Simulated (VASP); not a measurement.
Wanted: the native input for a VASP 6.6.1 run.

| Quantity | Value |
| --- | --- |
| Task | relaxation of cell and atoms |
| Functional | PBEsol |
| Potentials or basis | VASP PAW PBE potentials, release 64 (Rh_pv) |
| Cutoff | 600 eV |
| k mesh | 16 × 16 × 16 |
| Occupations | methfessel-paxton, width 0.1 eV |
| Spin | no spin polarisation |
| Further INCAR settings | ALGO = Normal; EDIFF = 1e-06; IBRION = 2; EDIFFG = -0.01; NSW = 90; ISIF = 3 |

The structure of Rh lies in POSCAR:

```
Rh
1.0
    0.0000000000      1.8978500000      1.8978500000
    1.8978500000      0.0000000000      1.8978500000
    1.8978500000      1.8978500000      0.0000000000
Rh
1
Direct
    0.0000000000      0.0000000000      0.0000000000
```

These files were run (other wordings do the same):

INCAR

```
SYSTEM = Rh
  PREC = Accurate
  ENCUT = 600
  EDIFF = 1E-6
  ISMEAR = 1
  SIGMA = 0.1
  LREAL = .False.
  LASPH = .True.
  NELM = 80
  ALGO = Normal
  ISIF = 3
  LWAVE = .False.
  LCHARG = .False.
  GGA = PS
  IBRION = 2
  NSW = 90
  EDIFFG = -0.01
```

KPOINTS

```
regular mesh
0
Gamma
  16 16 16
  0 0 0
```

Potentials or basis: VASP PAW PBE potentials, release 64 (Rh_pv).

Command:

```console
$ cat potpaw_PBE.64/Rh_pv/POTCAR > POTCAR
$ mpirun -np 1 vasp_std > vasp.out
```

It gave:

| Quantity | Value |
| --- | --- |
| Relaxed volume | 13.50 Å³/atom |
| Relaxed cell | a = 2.672 Å, b = 2.672 Å, c = 2.672 Å, α = 60.00°, β = 60.00°, γ = 60.00° |
| Space group after relaxing (to 0.05 Å) | Fm-3m (No. 225) |
| Energy gained by relaxing | 2.1 meV/atom |
| Ionic steps | 3 |
| Pressure after relaxing | 0.0 GPa |
| Band gap on the k mesh | none (metal or under the smearing width) |

Caveat: the PAW data sets were made with another functional, which shifts forces and pressure a little.

Wall time 18 s on 1 thread of Intel(R) Xeon(R) 6975P-C (Granite Rapids), with other jobs on the host, peak memory 0.16 GiB.
